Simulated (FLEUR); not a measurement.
# C: equation of state with Wu-Cohen GGA

**What was measured.**

“Equation of state of cubic boron nitride at high pressures and temperatures”, 2007, arxiv:cond-mat/0702656 quotes, for a bulk crystal of C: bulk modulus 444.8 ± 0.8 GPa.

Crystal: C.

```
CELL_PARAMETERS angstrom
0.00000 1.78337 1.78337
1.78337 0.00000 1.78337
1.78337 1.78337 0.00000
ATOMIC_POSITIONS crystal
C 0.75000 0.75000 0.75000
C 0.50000 0.50000 0.50000
```

This isn't the form of C at room conditions, which is graphite.

| Property | Result |
| --- | --- |
| Program | FLEUR MaX-R8.1 (patched build s14) |
| Task | equation of state |
| Functional | Wu-Cohen GGA |
| Potentials or basis | all-electron |
| Basis | FLAPW |
| Kmax | 5.34 1/bohr |
| k mesh | 13 × 13 × 13 |
| Occupations | fermi-dirac, width 0.05 eV |
| Spin | no spin polarisation |
| Gmax | 16.6 1/bohr |
| Muffin-tin radii | C 1.31 bohr |
| lmax | C 8 |
| Local orbitals a species | C 3 |

```yaml
Equilibrium_volume: 5.61 Å³/atom
Bulk_modulus: 450 GPa
Pressure_derivative_of_the_bulk_modulus: "3.6 (rough: it moves with the points fitted)"
```

Energy against volume, from the lowest point:
```csv
volume (Å³/atom),energy (meV/atom)
5.332,20.48
5.445,6.46
5.672,0.00
5.899,18.11
6.012,35.09
```

Measured bulk modulus of C: 444.8 GPa (quoted in “Equation of state of cubic boron nitride at high pressures and temperatures”, 2007, arxiv:cond-mat/0702656). This calculation gives 450 GPa (+1.2 %). 3 values of this kind are on record (442 to 444.8 GPa); this one was drawn at random among those near their median, those with a stated uncertainty first. The fit is for a static lattice scaled at fixed shape and fixed fractional positions. The cell as given is a measured one (5.67 Å³/atom); Wu-Cohen GGA puts the equilibrium volume -1.0 % from it, thermal expansion not counted.
